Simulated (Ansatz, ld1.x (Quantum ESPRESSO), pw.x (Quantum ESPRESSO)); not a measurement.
## lanthanum: does the TM potential hold in the solid?

ld1.x (Quantum ESPRESSO) 7.5 input, shortened:

```
&input
   title='La', zed=57., rel=1, dft='PBE', iswitch=3,
   config='[Xe] 4f0 5d1 6s2 6p0'
 /
 &inputp
   pseudotype=2, tm=.true., lloc=1,
   nlcc=.true.
 /
4
6S  1  0   2.00   0.00  3.00  3.00  0.0
5D  3  2   1.00   0.00  2.65  2.65  0.0
4F  4  3   0.00   0.00  1.25  1.25  0.0
6P  2  1   0.00   0.00  4.00  4.00  0.0
 &test
   configts(1)='4f0 5d1 6s2 6p0'
 /
```

Atomic tests: cutoffs needed: 10 Ry and 15 Ry (the cutoffs (Ry, on a coarse ladder) from which the occupation-weighted sum of valence levels, in a spherical-Bessel basis at the reference potential, stays within 10 and 1 mRy of its value at 400 Ry) The cutoffs count occupied waves only; the empty 4f level needs 180 Ry at the loose tolerance.; ghost test: no extra level below or beside the all-electron valence levels (s, d, f, p tested) (spherical-Bessel basis up to 400 Ry, 20 bohr box); largest excitation error: -64 meV (all-electron minus pseudo) for 4f0 5d1 6s0 6p0, out of 7 test configurations.

Crystal test: sc La in pw.x 7.5, no spin, 10³ k-points, Fermi–Dirac smearing 0.01 Ry, cutoffs 50/200 Ry. The lattice is a test structure that the element need not adopt, and mesh and smearing are coarse.

pw.x input:

```
&control
  calculation='scf', prefix='x', pseudo_dir='./', outdir='./tmp', tstress=.true., disk_io='low'
/
&system
  ibrav=0, nat=1, ntyp=1, ecutwfc=50, ecutrho=200, nbnd=8,
  occupations='smearing', smearing='fd', degauss=0.01
/
&electrons
  conv_thr=1e-09, mixing_beta=0.4, electron_maxstep=70
/
ATOMIC_SPECIES
La 1.0 La.UPF
CELL_PARAMETERS angstrom
  3.33249201 0.00000000 0.00000000
  0.00000000 3.33249201 0.00000000
  0.00000000 0.00000000 3.33249201
ATOMIC_POSITIONS crystal
La 0.0000 0.0000 0.0000
K_POINTS automatic
10 10 10 0 0 0
```

```bash
pw.x < La.scf.in > La.scf.out
```

Question: How does the run end?

Answer: It converges; the pressure is 9.68 GPa against -0.04 GPa from all-electron LAPW. The largest radius (4.00 bohr) exceeds half the bond length (3.15 bohr), so the spheres overlap, which is one possible source of error among others. This is a poor potential for the solid. The logarithmic derivative shows an extra or strongly shifted pseudo pole above the reference energy (s near 0.90 Ry). The log shows:

```
Message from routine setup:
     using ibrav=0 with symmetry is DISCOURAGED, use correct ibrav instead
     lattice parameter (alat)  =       6.2975  a.u.
     unit-cell volume          =     249.7491 (a.u.)^3
     number of electrons       =         3.00
     number of Kohn-Sham states=            8
     kinetic-energy cutoff     =      50.0000  Ry
     charge density cutoff     =     200.0000  Ry
     scf convergence threshold =      1.0E-09
     Exchange-correlation= PBE
     number of k points=    56  Fermi-Dirac smearing, width (Ry)=  0.0100
     iteration #  1     ecut=    50.00 Ry     beta= 0.40
     total energy              =      -5.18453494 Ry
     estimated scf accuracy    <       0.00185529 Ry
     iteration #  2     ecut=    50.00 Ry     beta= 0.40
     total energy              =      -5.18465835 Ry
     estimated scf accuracy    <       0.00054365 Ry
     iteration #  3     ecut=    50.00 Ry     beta= 0.40
     total energy              =      -5.18470806 Ry
     estimated scf accuracy    <       0.00002073 Ry
     iteration #  4     ecut=    50.00 Ry     beta= 0.40
     total energy              =      -5.18470918 Ry
     estimated scf accuracy    <       0.00000015 Ry
     iteration #  5     ecut=    50.00 Ry     beta= 0.40
     total energy              =      -5.18470928 Ry
     estimated scf accuracy    <       0.00000003 Ry
     iteration #  6     ecut=    50.00 Ry     beta= 0.40
     the Fermi energy is     5.2354 ev
!    total energy              =      -5.18470928 Ry
     estimated scf accuracy    <          2.1E-11 Ry
     smearing contrib. (-TS)   =      -0.00779055 Ry
     The total energy is F=E-TS. E is the sum of the following terms:
     one-electron contribution =       2.91154302 Ry
     hartree contribution      =       0.00627922 Ry
     xc contribution           =      -4.03984794 Ry
     ewald contribution        =      -4.05489304 Ry
     convergence has been achieved in   6 iterations
          total   stress  (Ry/bohr**3)                   (kbar)     P=       96.80
```
